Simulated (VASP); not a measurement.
Write the native input for VASP 6.6.1 that does the following.

```yaml
Task: electrostatic potential
Functional: PBE
Potentials_or_basis: VASP PAW PBE potentials, release 64 (Al, N)
Cutoff: 520 eV
k_mesh: 10 × 10 × 10
Occupations: gaussian, width 0.02 eV
Spin: no spin polarisation
Further_INCAR_settings: ALGO = Normal; EDIFF = 1e-06
```

The structure of AlN lies in POSCAR:

```
AlN
1.0
    0.0000000000      2.1900000000      2.1900000000
    2.1900000000      0.0000000000      2.1900000000
    2.1900000000      2.1900000000      0.0000000000
Al N
1 1
Direct
    0.0000000000      0.0000000000      0.0000000000
    0.2500000000      0.2500000000      0.2500000000
```

The cell was built by a generator and needn't be a form met in nature.

The input as run:

INCAR

```
SYSTEM = AlN
ALGO = Normal
EDIFF = 1E-6
ENCUT = 520
GGA = PE
ISIF = 2
ISMEAR = 0
LASPH = .True.
LCHARG = .True.
LREAL = .False.
LVHAR = .True.
LWAVE = .False.
NELM = 60
PREC = Accurate
SIGMA = 0.02
```

KPOINTS

```
k-points
0
Gamma
  10 10 10
  0 0 0
```

Potentials or basis: VASP PAW PBE potentials, release 64 (Al, N).

Launch:

```console
$ cat potpaw_PBE.64/Al/POTCAR potpaw_PBE.64/N/POTCAR > POTCAR
$ mpirun -np 1 vasp_std > vasp.out
```

Results of the run:

```
Pressure               : 2.9 GPa
Band gap on the k mesh : 3.31 eV, indirect (least direct gap 4.12 eV)
```

It took 3 s on 1 thread of Intel(R) Xeon(R) 6975P-C (Granite Rapids) (shared host), peak memory 0.13 GiB.
